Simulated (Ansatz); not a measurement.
# Ag (Im-3m) in Ansatz: a series of runs

Runs on Ag. Level: PBE. Tasks: single point.

All numbers are computed with Ansatz 0.2.0; they aren't measurements. Logs are shortened: lines on timing, memory, paths and dates and some standing lists are left out, and cuts for length are marked.

### Step 1. The crystal as given

The structure is cubic, space group Im-3m (No. 229). Conventional cell: a = 3.311 Å, b = 3.311 Å, c = 3.311 Å, α = 90.00°, β = 90.00°, γ = 90.00°. Around Ag (site symmetry m-3m) lie 8 Ag at 2.87 Å.

This isn't the form of Ag at room conditions, which is fcc.

### Step 2. Single point, PBE

input.yaml reads:

```yaml
crystal:
  lattice:
    - [-1.655654, 1.655654, 1.655654]
    - [1.655654, -1.655654, 1.655654]
    - [1.655654, 1.655654, -1.655654]
  atoms:
    - { symbol: Ag, position: [0.0, 0.0, 0.0] }
hamiltonian:
  xc: pbe
  pseudopotentials: { kind: paw }
kpoints:
  mp_grid: { grid: [11, 11, 11] }
scf:
  occupations: { method: gaussian, width: 0.015 }
output:
  forces: true
  stress: true
  eigenvalues: true
```

Potentials or basis: Ansatz PAW.

Command:

```sh
> ansatz run input.yaml --threads 2 --pin off --max-ram 5632MiB --backend cpu --events-out ev --progress --plain --runs-dir out
```

Log:

```text
Warning: RAYON_NUM_THREADS=2 ignored (pool sized by the plan → 2); use --threads N
Engine: ansatz 0.2.0, aarch64-unknown-linux-gnu
Pseudopotentials: kind: paw
Pseudopotential: Ag, paw, valence charge 19, recommended cutoff 420 eV (normal), Ag.paw.azcp
Functional definition: PBE
  parameter kappa = 0.804
  parameter beta = 0.06672455060314922
  exchange = pbe_x(kappa = kappa, mu = beta*pi^2/3)
  correlation = pbe_c(beta = beta)
Crystal: 1 atoms, lattice volume = 18.154 Å³
Basis set: ecut = 420 eV, 369 PW (Γ), exchange–correlation on 40×40×40 points (8 copies of the dense FFT grid, shifted against one another)
Bands: 14, of which v1, the nominal top of the filled ones, is band 10 counted from 1 (9 counted from 0)
Symmetry: 48 space group operations
Space group: Im-3m (ITA 229), of the structure as read, at distance tolerance 2.6e-5 Å
k-points: 56 of 1331
Non-local potential: Ag, projectors of the file, l = 0: 3, l = 1: 2, l = 2: 2, l = 3: 1
PAW form: soft (Blöchl's): semilocal exchange-correlation on the pseudo side does not see the compensation charge
PAW one-centre angular grid: Ag, 590 points (default); XC on 64 Gauss nodes
Initial density: superposition of atomic densities (neutral atoms: chi_scale 0, normalization atom), corrected by the library's trained network
Initial wavefunctions: pseudopotential atomic-orbital guess
Functional: x = pbe(κ = 0.804, μ = 0.2195149727645171), c = pbe(β = 0.06672455060314922)
SCF iter   1: F=—  HF=-7590.528464 eV  |F-HF|=—  |Δ(HF+E_count)|=         —  Δρ=8.52e-4  dr2=3.19e-5  ethr=1.77e-3  ⟨swp⟩=4.8  Hψ=4044  notcnv=0
preconditioner: auto → none  [insulator: Δε(μ)=0.221 eV  Ē_g=15.826 eV  σ=0.015 eV  W_gap=0.55  n_scr=12 (ndim 8)  ℏωp=28.9 eV  f_vac=0.000  D(μ)=2.69/eV (n_scr^D=42)  ε∞_Penn≈4.3]
SCF iter   2: F=—  HF=-7590.528652 eV  |F-HF|=—  |Δ(HF+E_count)|=   1.88e-4  Δρ=4.46e-4  dr2=7.72e-6  ethr=1.68e-7  ⟨swp⟩=2.1  Hψ=1885  notcnv=0  defer=4
SCF iter   3: F=—  HF=-7590.528677 eV  |F-HF|=—  |Δ(HF+E_count)|=   2.56e-5  Δρ=1.72e-4  dr2=4.55e-6  ethr=4.06e-8  ⟨swp⟩=2.0  Hψ=1290  notcnv=0  defer=4
iter 4 did not close the SCF: its close was put off for the readings that it lacked (scf_convergence_deferred on its scf_iter line)
SCF iter   4: F=-7590.528676 eV  HF=-7590.528676 eV  |F-HF|=6.36e-9  |Δ(HF+E_count)|=   1.22e-6  Δρ=2.30e-5  dr2=3.82e-8  ethr=2.39e-8  ⟨swp⟩=2.1  Hψ=1045  notcnv=0  defer=4
iter 5 did not close the SCF: its close was put off for the readings that it lacked (scf_convergence_deferred on its scf_iter line)
SCF iter   5: F=-7590.528676 eV  HF=-7590.528676 eV  |F-HF|=5.31e-9  |Δ(HF+E_count)|=   2.71e-8  Δρ=6.57e-6  dr2=7.22e-9  ethr=2.01e-10  ⟨swp⟩=2.0  Hψ=1290  notcnv=0  defer=4
SCF iter   6: F=-7590.528676 eV  HF=-7590.528676 eV  |F-HF|=4.17e-10  |Δ(HF+E_count)|=   1.60e-9  Δρ=1.82e-6  dr2=5.57e-10  ethr=3.80e-11  ⟨swp⟩=2.9  Hψ=2479  notcnv=0
SCF 1 converged in 6 iterations: F = -7590.528676 eV  dr2 = 5.57e-10
SCF converged after 6 iterations
Free energy (F): -7590.528676 eV
Harris-Foulkes:  -7590.528676 eV  (|F-HF|=4.17e-10)
Internal energy: -7590.528373 eV  (E = F + TS)
E sigma→0 (E₀):  -7590.528525 eV
Entropy (-TS):   -0.000303 eV (-0.303 meV/atom)
Fermi energy:    15.953423 eV
--- Per-component energies (eV) ---
  E_band       = -256.796063
  E_kinetic    = 526.914925
  E_local      = -2291.034005  (includes V_loc(G=0)·N_el)
  E_nonlocal   = 80.152053
  E_hartree    = 1036.718130
  E_xc         = -184.606096
  E_vxc        = -234.532213  (∫ρ·V_xc dr)
  E_paw        = -3902.140051  (= ΣΔE_a)
  E_vpaw       = -411.734917  (= ΣTr[D̂ρ^β])
  E_aug_tail   = 0.000313  (compensation charges beyond the density's cutoff)
  E_ewald      = -2856.533643
  E_smearing   = -0.000303  (= −TS)
  E_closure    = 0.000000  (closes the sum)
  Σ components = -7590.528676   (vs F -7590.528676, Δ=0.00e0)
--- Forces (eV/Å), atoms counted from 1 ---
  atom   1  Ag    -0.00000000     0.00000000     0.00000000
  max |Σ_I F_I| component: 8.63e-32 eV/Å
--- Stress (GPa, compression-positive) ---
       -0.781749      -0.000000       0.000000
       -0.000000      -0.781749       0.000000
        0.000000      -0.000000      -0.781749
  P = ⅓ Tr σ = -0.7817 GPa (-7.817 kbar)
--- Band table (eV; the first three rows and the last of 56) ---
  k-point 0: bands = ["-75.8110", "-39.2192", "-39.2192", "-39.2192", "8.6619", "11.3142", "11.3142", "11.3142", "12.5218", "12.5218", "33.5908", "33.5908", "33.5908", "39.0873"]
  k-point 1: bands = ["-75.8098", "-39.2298", "-39.2231", "-39.2191", "8.9195", "11.2546", "11.3253", "11.4558", "12.4600", "12.5263", "32.8189", "33.4502", "33.7422", "37.0872"]
  k-point 2: bands = ["-75.8069", "-39.2581", "-39.2335", "-39.2187", "9.5930", "11.0979", "11.4071", "11.8534", "12.3574", "12.5415", "30.1613", "32.4534", "34.1221", "35.1924"]
  k-point 55: bands = ["-75.7860", "-39.3203", "-39.3190", "-39.3190", "10.0721", "10.0909", "13.1162", "13.1162", "13.1704", "21.7890", "22.9647", "22.9647", "28.2654", "28.9656"]
```

It took 0.55 s on 2 threads of Arm Neoverse V1, shared host; peak memory 0.26 GiB.

What came out:

```
Free energy            : -7590.5287 eV
Pressure               : -0.8 GPa
Band gap on the k mesh : none (metal or under the smearing width)
```

### Step 3. Single point, PBE

input.yaml, as its differences from that of step 2:

```diff
@@ -13,3 +13,3 @@
 scf:
-  occupations: { method: gaussian, width: 0.015 }
+  occupations: { method: gaussian, width: 0.016 }
 output:
@@ -18 +18,5 @@
   eigenvalues: true
+  write_density: true
+  write_potential: true
+  elf: true
+  volumetric_format: npy
```

Potentials or basis: Ansatz PAW.

Command:

```sh
> ansatz run input.yaml --threads 2 --pin off --max-ram 5632MiB --backend cpu --events-out ev --progress --plain --runs-dir out
```

Wall time 0.68 s (2 threads of Arm Neoverse V1, shared host); peak memory 0.26 GiB.

Results (log left out):

- Free energy: -7590.5287 eV
- Pressure: -0.8 GPa
- Band gap on the k mesh: none (metal or under the smearing width)

Levels at points of the mesh, in eV from the Fermi level:
| k point | band 6 | band 7 | band 8 | band 9 | band 10 | band 11 | band 12 | band 13 | band 14 |
| --- | --- | --- | --- | --- | --- | --- | --- | --- | --- |
| (0.00, 0.00, 0.00) | -4.64 | -4.64 | -4.64 | -3.43 | -3.43 | 17.64 | 17.64 | 17.64 | 23.13 |

### Step 4. Single point, PBE

input.yaml, as its differences from that of step 3:

```diff
@@ -13,3 +13,3 @@
 scf:
-  occupations: { method: gaussian, width: 0.016 }
+  occupations: { method: gaussian, width: 0.017 }
 output:
@@ -18,5 +18 @@
   eigenvalues: true
-  write_density: true
-  write_potential: true
-  elf: true
-  volumetric_format: npy
```

Command:

```sh
> ansatz run input.yaml --threads 2 --pin off --max-ram 5632MiB --backend cpu --events-out ev --progress --plain --runs-dir out
```

It took 0.54 s on 2 threads of Arm Neoverse V1, shared host; peak memory 0.26 GiB.

Results (log left out):

```
Free energy            : -7590.5287 eV
Pressure               : -0.8 GPa
Band gap on the k mesh : none (metal or under the smearing width)
```

Levels at points of the mesh, in eV from the Fermi level:
```
           k point  band 8  band 9  band 10  band 11  band 12  band 13
(0.00, 0.00, 0.00)   -4.64   -3.43    -3.43    17.64    17.64    17.64
```

### Step 5. Overview

| smearing | gap on the mesh (eV) | pressure (GPa) |
| --- | --- | --- |
| gaussian 0.015 eV | none | -0.8 |
| gaussian 0.016 eV | none | -0.8 |
| gaussian 0.017 eV | none | -0.8 |

Alike in all rows: task single point; level PBE; potentials or basis Ansatz PAW; no spin polarisation; cell as given; k mesh 11 × 11 × 11; cutoff (eV) 420.

Every run on the cell as given and a fine mesh finds a metal.

Total energies depend on the potentials used, so only differences within one code and one set of settings carry meaning.
